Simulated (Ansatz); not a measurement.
# Ta (Im-3m) in Ansatz: further runs

One crystal, Ta, is run at these levels: RPBE, revPBE; tasks: relaxation of cell and atoms.

Program: Ansatz 0.2.0. These are calculated values, not measurements. Logs are shortened: lines on timing, memory, paths and dates and some standing lists are left out, and cuts for length are marked.

## Step 1: The crystal as given

It takes space group Im-3m (No. 229, cubic). The conventional cell has a = 3.303 Å, b = 3.303 Å, c = 3.303 Å, α = 90.00°, β = 90.00°, γ = 90.00°. Ta (site symmetry m-3m) has 8 Ta at 2.86 Å as nearest neighbours.

## Step 2: Relaxation of cell and atoms, RPBE

input.yaml reads:

```yaml
crystal:
  lattice:
    - [-1.65128, 1.65128, 1.65128]
    - [1.65128, -1.65128, 1.65128]
    - [1.65128, 1.65128, -1.65128]
  atoms:
    - { symbol: Ta, position: [0.0, 0.0, 0.0] }
hamiltonian:
  xc: rpbe
  pseudopotentials: { kind: paw }
kpoints:
  mp_grid: { grid: [11, 11, 11] }
scf:
  occupations: { method: fermi_dirac, width: 0.05 }
output:
  forces: true
  stress: true
  eigenvalues: true
relax:
  f_tol: 0.01
  max_steps: 40
  cell: { stress_tol: 0.05 }
```

Potentials or basis: Ansatz PAW.

Started as:

```sh
ansatz run input.yaml --threads 2 --pin off --max-ram 5632MiB --backend cpu --events-out ev --progress --plain --runs-dir out
```

The program printed:

```text
Warning: RAYON_NUM_THREADS=2 ignored (pool sized by the plan → 2); use --threads N
Engine: ansatz 0.2.0, aarch64-unknown-linux-gnu
Pseudopotentials: kind: paw
Pseudopotential: Ta, paw, valence charge 13, recommended cutoff 420 eV (normal), Ta.paw.azcp
Functional definition: RPBE
  parameter kappa = 0.804
  parameter beta = 0.06672455060314922
  exchange = rpbe_x(kappa = kappa, mu = beta*pi^2/3)
  correlation = pbe_c(beta = beta)
Crystal: 1 atoms, lattice volume = 18.010 Å³
Basis set: ecut = 420 eV, 369 PW (Γ), exchange–correlation on 40×40×40 points (8 copies of the dense FFT grid, shifted against one another)
Bands: 11, of which v1, the nominal top of the filled ones, is band 7 counted from 1 (6 counted from 0)
Symmetry: 48 space group operations
Space group: Im-3m (ITA 229), of the structure as read, at distance tolerance 2.6e-5 Å
k-points: 56 of 1331
Non-local potential: Ta, projectors of the file, l = 0: 3, l = 1: 2, l = 2: 2, l = 3: 1
PAW form: soft (Blöchl's): semilocal exchange-correlation on the pseudo side does not see the compensation charge
PAW frozen core: Ta, regenerated for the run's functional, and the local potential with it (the file was generated under x = pbe(κ = 0.804, μ = 0.2195149727645171), c = pbe(β = 0.06672455060314922))
PAW one-centre angular grid: Ta, 590 points (default); XC on 64 Gauss nodes
Initial density: superposition of atomic densities (neutral atoms: chi_scale 0, normalization atom), corrected by the library's trained network
Initial wavefunctions: pseudopotential atomic-orbital guess
Functional: x = rpbe, c = pbe(β = 0.06672455060314922)
SCF iter   1: F=—  HF=-9944.800082 eV  |F-HF|=—  |Δ(HF+E_count)|=         —  Δρ=2.69e-3  dr2=4.07e-4  ethr=1.77e-3  ⟨swp⟩=5.8  Hψ=3536  notcnv=0
preconditioner: auto → none  [metal: Δε(μ)=0.059 eV  Ē_g=8.330 eV  σ=0.050 eV  W_gap=0.28  n_scr=0 (ndim 8)  ℏωp=19.6 eV  f_vac=0.000  D(μ)=1.00/eV (n_scr^D=12)]
SCF iter   2: F=—  HF=-9944.800083 eV  |F-HF|=—  |Δ(HF+E_count)|=   8.03e-7  Δρ=1.35e-3  dr2=1.10e-4  ethr=3.13e-6  ⟨swp⟩=2.4  Hψ=1357  notcnv=0
SCF iter   3: F=—  HF=-9944.800206 eV  |F-HF|=—  |Δ(HF+E_count)|=   1.23e-4  Δρ=1.61e-4  dr2=1.16e-6  ethr=8.42e-7  ⟨swp⟩=2.0  Hψ=964  notcnv=0
SCF iter   4: F=—  HF=-9944.800208 eV  |F-HF|=—  |Δ(HF+E_count)|=   1.76e-6  Δρ=5.11e-5  dr2=1.16e-7  ethr=8.90e-9  ⟨swp⟩=1.8  Hψ=681  notcnv=0
iter 5 did not close the SCF: its close was put off for the readings that it lacked (scf_convergence_deferred on its scf_iter line)
SCF iter   5: F=-9944.800208 eV  HF=-9944.800208 eV  |F-HF|=5.28e-9  |Δ(HF+E_count)|=   2.66e-8  Δρ=1.31e-5  dr2=9.56e-9  ethr=8.94e-10  ⟨swp⟩=2.3  Hψ=896  notcnv=0
SCF iter   6: F=-9944.800208 eV  HF=-9944.800208 eV  |F-HF|=1.13e-10  |Δ(HF+E_count)|=   3.97e-9  Δρ=1.94e-6  dr2=2.21e-10  ethr=7.36e-11  ⟨swp⟩=2.2  Hψ=1972  notcnv=0
SCF 1 converged in 6 iterations: F = -9944.800208 eV  dr2 = 2.21e-10
relax step   1: F+E_penalty+E_count = -9944.80020771 eV  Δ(F+E_penalty+E_count) = +0.000e0 eV  max|allowed force component| = 0.000e0 eV/Å  Δτ_max = 0.0000 Å  P = +6.097 GPa  Ω = 18.010 Å³  (6 SCF iters, dr2 threshold 1.00e-7 eV, accepted)
Crystal: 1 atoms, lattice volume = 20.267 Å³
Basis set: ecut = 420 eV, 381 PW (Γ), exchange–correlation on 40×40×40 points (8 copies of the dense FFT grid, shifted against one another)
Initial density: handed on by an earlier stage of this run
Initial wavefunctions: those handed on with the density
iter 1 solved again at ethr=1.53e-5 eV; its pass at ethr=3.10e-3 eV (dr2=1.99e-3 eV) is discarded
SCF iter   1: F=—  HF=-9944.731643 eV  |F-HF|=—  |Δ(HF+E_count)|=         —  Δρ=3.32e-3  dr2=1.57e-3  ethr=1.53e-5  ⟨swp⟩=1.9  Hψ=4859  notcnv=0
preconditioner: auto → none  [metal: Δε(μ)=0.090 eV  Ē_g=7.399 eV  σ=0.050 eV  W_gap=0.39  n_scr=0 (ndim 8)  ℏωp=18.4 eV  f_vac=0.000  D(μ)=1.45/eV (n_scr^D=12)]
SCF iter   2: F=—  HF=-9944.731789 eV  |F-HF|=—  |Δ(HF+E_count)|=   1.46e-4  Δρ=1.27e-3  dr2=9.54e-5  ethr=1.21e-5  ⟨swp⟩=2.5  Hψ=846  notcnv=0
SCF iter   3: F=—  HF=-9944.731996 eV  |F-HF|=—  |Δ(HF+E_count)|=   2.07e-4  Δρ=3.59e-4  dr2=6.68e-6  ethr=7.34e-7  ⟨swp⟩=2.3  Hψ=800  notcnv=0
SCF iter   4: F=-9944.732012 eV  HF=-9944.732012 eV  |F-HF|=1.43e-8  |Δ(HF+E_count)|=   1.60e-5  Δρ=1.76e-5  dr2=5.42e-8  ethr=7.69e-10  ⟨swp⟩=4.0  Hψ=3286  notcnv=0
SCF 2 converged in 4 iterations: F = -9944.732012 eV  dr2 = 5.42e-8
relax step   2: F+E_penalty+E_count = -9944.73201183 eV  Δ(F+E_penalty+E_count) = +6.820e-2 eV  max|allowed force component| = 0.000e0 eV/Å  Δτ_max = 0.0000 Å  P = -13.808 GPa  Ω = 20.267 Å³  energy of the carried Pulay correction = -8.417e-4 eV  (4 SCF iters, dr2 threshold 1.00e-7 eV, rejected (line search))
Crystal: 1 atoms, lattice volume = 18.646 Å³
iter 1 solved again at ethr=4.85e-6 eV; its pass at ethr=3.10e-3 eV (dr2=6.31e-4 eV) is discarded
SCF iter   1: F=—  HF=-9944.810084 eV  |F-HF|=—  |Δ(HF+E_count)|=         —  Δρ=2.29e-3  dr2=6.10e-4  ethr=4.85e-6  ⟨swp⟩=1.6  Hψ=4767  notcnv=0
preconditioner: auto → none  [metal: Δε(μ)=0.043 eV  Ē_g=8.047 eV  σ=0.050 eV  W_gap=0.20  n_scr=0 (ndim 8)  ℏωp=19.2 eV  f_vac=0.000  D(μ)=1.27/eV (n_scr^D=12)]
SCF iter   2: F=—  HF=-9944.810181 eV  |F-HF|=—  |Δ(HF+E_count)|=   9.70e-5  Δρ=8.92e-4  dr2=4.23e-5  ethr=4.69e-6  ⟨swp⟩=2.5  Hψ=860  notcnv=0
SCF iter   3: F=—  HF=-9944.810280 eV  |F-HF|=—  |Δ(HF+E_count)|=   9.97e-5  Δρ=2.28e-4  dr2=2.33e-6  ethr=3.25e-7  ⟨swp⟩=2.1  Hψ=759  notcnv=0
SCF iter   4: F=—  HF=-9944.810289 eV  |F-HF|=—  |Δ(HF+E_count)|=   8.45e-6  Δρ=9.09e-6  dr2=1.12e-8  ethr=1.79e-8  ⟨swp⟩=3.0  Hψ=1010  notcnv=0
SCF iter   5: F=—  HF=-9944.810290 eV  |F-HF|=—  |Δ(HF+E_count)|=   9.10e-7  Δρ=1.38e-6  dr2=1.52e-10  ethr=8.60e-11  ⟨swp⟩=2.0  Hψ=869  notcnv=0
SCF iter   6: F=-9944.810290 eV  HF=-9944.810290 eV  |F-HF|=3.64e-12  |Δ(HF+E_count)|=  6.18e-11  Δρ=1.08e-7  dr2=1.15e-12  ethr=1.00e-12  ⟨swp⟩=5.8  Hψ=2314  notcnv=0
SCF 3 converged in 6 iterations: F = -9944.810290 eV  dr2 = 1.15e-12
relax step   3: F+E_penalty+E_count = -9944.81028984 eV  Δ(F+E_penalty+E_count) = -1.008e-2 eV  max|allowed force component| = 0.000e0 eV/Å  Δτ_max = 0.0000 Å  P = -0.696 GPa  Ω = 18.646 Å³  energy of the carried Pulay correction = -2.476e-4 eV  (6 SCF iters, accepted)
Crystal: 1 atoms, lattice volume = 18.576 Å³
iter 1 solved again at ethr=2.58e-8 eV; its pass at ethr=3.10e-3 eV (dr2=3.35e-6 eV) is discarded
SCF iter   1: F=—  HF=-9944.810467 eV  |F-HF|=—  |Δ(HF+E_count)|=         —  Δρ=1.12e-4  dr2=1.66e-6  ethr=2.58e-8  ⟨swp⟩=2.6  Hψ=4259  notcnv=0
preconditioner: auto → none  [metal: Δε(μ)=0.044 eV  Ē_g=8.086 eV  σ=0.050 eV  W_gap=0.21  n_scr=0 (ndim 8)  ℏωp=19.3 eV  f_vac=0.000  D(μ)=1.26/eV (n_scr^D=12)]
SCF iter   2: F=—  HF=-9944.810470 eV  |F-HF|=—  |Δ(HF+E_count)|=   2.71e-6  Δρ=4.28e-5  dr2=1.16e-7  ethr=1.28e-8  ⟨swp⟩=2.4  Hψ=843  notcnv=0
SCF iter   3: F=-9944.810470 eV  HF=-9944.810470 eV  |F-HF|=1.68e-8  |Δ(HF+E_count)|=   2.16e-7  Δρ=1.03e-5  dr2=4.55e-9  ethr=7.69e-10  ⟨swp⟩=4.9  Hψ=2473  notcnv=0
SCF 4 converged in 3 iterations: F = -9944.810470 eV  dr2 = 4.55e-9
relax step   4: F+E_penalty+E_count = -9944.81046994 eV  Δ(F+E_penalty+E_count) = -1.801e-4 eV  max|allowed force component| = 0.000e0 eV/Å  Δτ_max = 0.0000 Å  P = -0.002 GPa  Ω = 18.576 Å³  energy of the carried Pulay correction = -2.207e-4 eV  (3 SCF iters, dr2 threshold 1.00e-7 eV, accepted)
Initial wavefunctions: pseudopotential atomic-orbital guess (no wavefunctions were taken with the density)
iter 1 solved again at ethr=6.43e-8 eV; its pass at ethr=3.10e-3 eV (dr2=8.36e-6 eV) is discarded
SCF iter   1: F=—  HF=-9944.810659 eV  |F-HF|=—  |Δ(HF+E_count)|=         —  Δρ=3.65e-4  dr2=6.10e-7  ethr=6.43e-8  ⟨swp⟩=3.1  Hψ=5180  notcnv=0
SCF iter   2: F=—  HF=-9944.810702 eV  |F-HF|=—  |Δ(HF+E_count)|=   4.31e-5  Δρ=1.82e-4  dr2=1.50e-7  ethr=4.69e-9  ⟨swp⟩=1.0  Hψ=616  notcnv=0
SCF iter   3: F=—  HF=-9944.810716 eV  |F-HF|=—  |Δ(HF+E_count)|=   1.36e-5  Δρ=1.50e-6  dr2=7.76e-11  ethr=1.15e-9  ⟨swp⟩=1.7  Hψ=744  notcnv=0
SCF iter   4: F=—  HF=-9944.810716 eV  |F-HF|=—  |Δ(HF+E_count)|=  4.00e-10  Δρ=2.74e-7  dr2=1.54e-11  ethr=1.00e-12  ⟨swp⟩=6.6  Hψ=2804  notcnv=0
SCF iter   5: F=-9944.810716 eV  HF=-9944.810716 eV  |F-HF|=5.46e-12  |Δ(HF+E_count)|=  7.28e-12  Δρ=6.82e-8  dr2=3.88e-13  ethr=1.00e-12  ⟨swp⟩=5.0  Hψ=2107  notcnv=0
SCF 5 converged in 5 iterations: F = -9944.810716 eV  dr2 = 3.88e-13
relax step   5: F+E_penalty+E_count = -9944.81071585 eV  Δ(F+E_penalty+E_count) = -2.459e-4 eV  max|allowed force component| = 0.000e0 eV/Å  Δτ_max = 0.0000 Å  P = +0.012 GPa  Ω = 18.576 Å³  stress off target by 1.20e-2 GPa  SCF on the basis re-selected at this cell (its energy is not comparable with the rows above)  (5 SCF iters)
basis re-selected at this cell: Δ(F+E_penalty+E_count) = -2.459e-4 eV, ΔP = +0.014 GPa vs the last step (what re-selecting the basis moved, of the pressure what is left beyond the Pulay correction that the steps carried, after the strain that the cell walked since its last selection, with what the two solves' SCF thresholds leave and, on support functions, any second-order correction that the steps lacked; it is no measure of the basis error at this ecutwfc). This SCF's stress stands 1.20e-2 GPa from its target on what of the cell is left free (relax.cell.stress_tol is 5.00e-2 GPa) and its largest allowed force component is 0.00e0 eV/Å (relax.f_tol is 1.00e-2 eV/Å): within both
SCF converged after 5 iterations
Free energy (F): -9944.810716 eV
Harris-Foulkes:  -9944.810716 eV  (|F-HF|=5.46e-12)
Internal energy: -9944.800290 eV  (E = F + TS)
E sigma→0 (E₀):  -9944.805503 eV
Entropy (-TS):   -0.010426 eV (-10.426 meV/atom)
Fermi energy:    18.076521 eV
--- Per-component energies (eV) ---
  E_band       = -111.021083
  E_kinetic    = 365.174954
  E_local      = -564.317553  (includes V_loc(G=0)·N_el)
  E_nonlocal   = 13.687962
  E_hartree    = 194.972234
  E_xc         = -218.496587
  E_vxc        = -203.552168  (∫ρ·V_xc dr)
  E_paw        = -8408.733747  (= ΣΔE_a)
  E_vpaw       = -111.958907  (= ΣTr[D̂ρ^β])
  E_aug_tail   = 0.000147  (compensation charges beyond the density's cutoff)
  E_ewald      = -1327.059874
  E_core_change = -0.027827  (= ΣΔE_core)
  E_smearing   = -0.010426  (= −TS)
  E_closure    = -0.000000  (closes the sum)
  Σ components = -9944.810716   (vs F -9944.810716, Δ=0.00e0)
--- Forces (eV/Å), atoms counted from 1 ---
  atom   1  Ta     0.00000000     0.00000000    -0.00000000
  max |Σ_I F_I| component: 1.03e-33 eV/Å
--- Stress (GPa, compression-positive) ---
        0.012003       0.000000       0.000000
        0.000000       0.012003       0.000000
       -0.000000       0.000000       0.012003
  P = ⅓ Tr σ = 0.0120 GPa (0.120 kbar)
--- Band table (eV; the first three rows and the last of 56) ---
  k-point 0: bands = ["-49.0980", "-15.0804", "-15.0804", "-15.0804", "10.3048", "18.8404", "18.8404", "18.8404", "22.0127", "22.0127", "32.5627"]
  k-point 1: bands = ["-49.0900", "-15.1707", "-15.1086", "-15.0808", "10.6544", "18.6161", "18.7625", "19.1867", "21.6811", "22.0160", "32.8609"]
  k-point 2: bands = ["-49.0687", "-15.4072", "-15.1834", "-15.0819", "11.6075", "18.0719", "18.3927", "20.1965", "21.3399", "22.0700", "33.2538"]
  k-point 55: bands = ["-48.9251", "-15.8222", "-15.8064", "-15.8064", "14.5663", "14.6013", "23.7151", "23.7151", "24.5091", "25.8177", "27.5805"]
--- Relaxed structure (4 steps of the walk, 3 accepted, 1 SCFs on fresh bases) ---
  F+E_penalty+E_count = -9944.81071585 eV   max|allowed force component| = 0.000e0 eV/Å   (the final SCF, on the basis selected at the relaxed cell)
  cell:  # Å, volume = 18.5761 Å³
    - [-1.6683912787215887, 1.6683912787215887, 1.6683912787215887]
    - [1.6683912787215887, -1.6683912787215887, 1.6683912787215887]
    - [1.6683912787215887, 1.6683912787215887, -1.6683912787215887]
  atoms:
    - { symbol: Ta, position: [0.0, 0.0, 0.0] }
```

It took 2.2 s on 2 threads of Arm Neoverse V2, shared host; peak memory 0.27 GiB.

What came out:

```yaml
Free_energy: -9944.8107 eV
Relaxed_volume: 18.58 Å³/atom
Relaxed_cell: a = 2.890 Å, b = 2.890 Å, c = 2.890 Å, α = 109.47°, β = 109.47°, γ = 109.47°
Space_group_after_relaxing_to_0.05_Å: Im-3m (No. 229)
Energy_gained_by_relaxing: 10.5 meV/atom
Ionic_steps: 4
Pressure_after_relaxing: 0.0 GPa
Band_gap_on_the_k_mesh: none (metal or under the smearing width)
```

The path:
```tsv
step	energy change (eV)	largest force (eV/Å)	volume (Å³)
1	0.0000	0.0000	18.01
2	-0.0101	0.0000	18.65
3	-0.0103	0.0000	18.58
4	-0.0105	0.0000	18.58
```

Final structure:
```cif
data_structure
_symmetry_space_group_name_H-M 'P 1'
_symmetry_Int_Tables_number 1
_cell_length_a 2.8897
_cell_length_b 2.8897
_cell_length_c 2.8897
_cell_angle_alpha 109.471
_cell_angle_beta 109.471
_cell_angle_gamma 109.471
_cell_volume 18.58
loop_
_atom_site_label
_atom_site_type_symbol
_atom_site_fract_x
_atom_site_fract_y
_atom_site_fract_z
_atom_site_occupancy
Ta1 Ta 0.00000 0.00000 0.00000 1
```

Levels at points of the mesh, in eV from the Fermi level:
| k point | band 3 | band 4 | band 5 | band 6 | band 7 | band 8 | band 9 | band 10 |
| --- | --- | --- | --- | --- | --- | --- | --- | --- |
| (0.00, 0.00, 0.00) | -33.16 | -33.16 | -7.77 | 0.76 | 0.76 | 0.76 | 3.94 | 3.94 |

Caveat: the plane-wave basis is chosen anew once the cell has moved, so the energies of steps on either side of that aren't comparable; the PAW data sets come from PBE, with cores solved anew for the run's functional, which leaves a small shift of forces and pressure. Zero-point motion and thermal expansion aren't in these numbers.

## Step 3: Relaxation of cell and atoms, revPBE

input.yaml: that of step 2 with these lines changed.

```diff
@@ -8,3 +8,3 @@
 hamiltonian:
-  xc: rpbe
+  xc: revpbe
   pseudopotentials: { kind: paw }
@@ -18,2 +18,6 @@
   eigenvalues: true
+  write_density: true
+  write_potential: true
+  elf: true
+  volumetric_format: npy
 relax:
```

Potentials or basis: Ansatz PAW.

Started as:

```sh
ansatz run input.yaml --threads 2 --pin off --max-ram 5632MiB --backend cpu --events-out ev --progress --plain --runs-dir out
```

It took 2.2 s on 2 threads of Arm Neoverse V2, shared host; peak memory 0.27 GiB.

Results (log left out):

- Free energy: -9941.1919 eV
- Relaxed volume: 18.48 Å³/atom
- Relaxed cell: a = 2.885 Å, b = 2.885 Å, c = 2.885 Å, α = 109.47°, β = 109.47°, γ = 109.47°
- Space group after relaxing (to 0.05 Å): Im-3m (No. 229)
- Energy gained by relaxing: 7.4 meV/atom
- Ionic steps: 4
- Pressure after relaxing: 0.0 GPa
- Band gap on the k mesh: none (metal or under the smearing width)

The path:
```
step  energy change (eV)  largest force (eV/Å)  volume (Å³)
   1              0.0000                0.0000        18.01
   2             -0.0071                0.0000        18.53
   3             -0.0072                0.0000        18.48
   4             -0.0074                0.0000        18.48
```

Final structure:
```
CELL_PARAMETERS angstrom
-1.66555 1.66555 1.66555
1.66555 -1.66555 1.66555
1.66555 1.66555 -1.66555
ATOMIC_POSITIONS crystal
Ta 0.00000 0.00000 0.00000
```

Levels at points of the mesh, in eV from the Fermi level:
| k point | band 4 | band 5 | band 6 | band 7 | band 8 | band 9 |
| --- | --- | --- | --- | --- | --- | --- |
| (0.00, 0.00, 0.00) | -33.13 | -7.79 | 0.76 | 0.76 | 0.76 | 3.95 |

Caveat: the plane-wave basis is chosen anew once the cell has moved, so the energies of steps on either side of that aren't comparable; the PAW data sets come from PBE, with cores solved anew for the run's functional, which leaves a small shift of forces and pressure. Zero-point motion and thermal expansion aren't in these numbers.
